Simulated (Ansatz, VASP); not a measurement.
## GaP: VASP beside Ansatz

File INCAR:

```
  PREC = Accurate
  ENCUT = 520
  EDIFF = 1E-7
  ISMEAR = 0
  SIGMA = 0.05
  LREAL = False
  LASPH = True
  NELM = 100
  ALGO = Normal
  ISIF = 2
  LWAVE = False
  LCHARG = False
  GGA = PE
  IVDW = 12
  NBANDS = 16
```

The input KPOINTS:

```
regular mesh
0
Gamma
  8 8 8
```

File POSCAR:

```
GaP
1.0
    0.0000000000      2.7252500963      2.7252500963
    2.7252500963      0.0000000000      2.7252500963
    2.7252500963      2.7252500963      0.0000000000
Ga P
1 1
Direct
    0.0000000000      0.0000000000      0.0000000000
    0.7500000000      0.7500000000      0.7500000000
```

Input for Ansatz:

```yaml
crystal:
  lattice:
    - [0.0, 2.7252500963, 2.7252500963]
    - [2.7252500963, 0.0, 2.7252500963]
    - [2.7252500963, 2.7252500963, 0.0]
  atoms:
    - { symbol: Ga, position: [0.0, 0.0, 0.0] }
    - { symbol: P, position: [0.75, 0.75, 0.75] }
basis:
  ecutwfc: 420
  ecutrho_ratio: 4
kpoints:
  mp_grid: { grid: [8, 8, 8] }
hamiltonian:
  xc: pbe
  dispersion: d3bj
scf:
  occupations: { method: gaussian, width: 0.05 }
output:
  forces: true
  stress: true
  eigenvalues: true
```

Alike in both runs: task single point; functional PBE; dispersion D3(BJ); k mesh 8 × 8 × 8; occupations gaussian, width 0.05 eV; no spin polarisation.

```csv
,VASP,Ansatz
version,VASP 6.6.1,Ansatz 0.2.0
potentials or method,"VASP PAW PBE potentials, release 64 (Ga_d, P)","scalar-relativistic, plane waves, PAW"
plane-wave cutoff (eV),520,420
valence electrons in the cell,18,18
```

```csv
,VASP,Ansatz,Ansatz less VASP
gap on the k mesh at the Fermi level (eV),1.64,1.64,0.000
least direct gap on the mesh (eV),1.83,1.83,+0.002
pressure (GPa),-0.2,-0.2,+0.02
dispersion energy (meV/atom),-316.5,-316.6,-0.08
```

A k mesh can miss the band edges. Expect the measured gap to be larger: semilocal functionals such as PBE lack the derivative discontinuity.
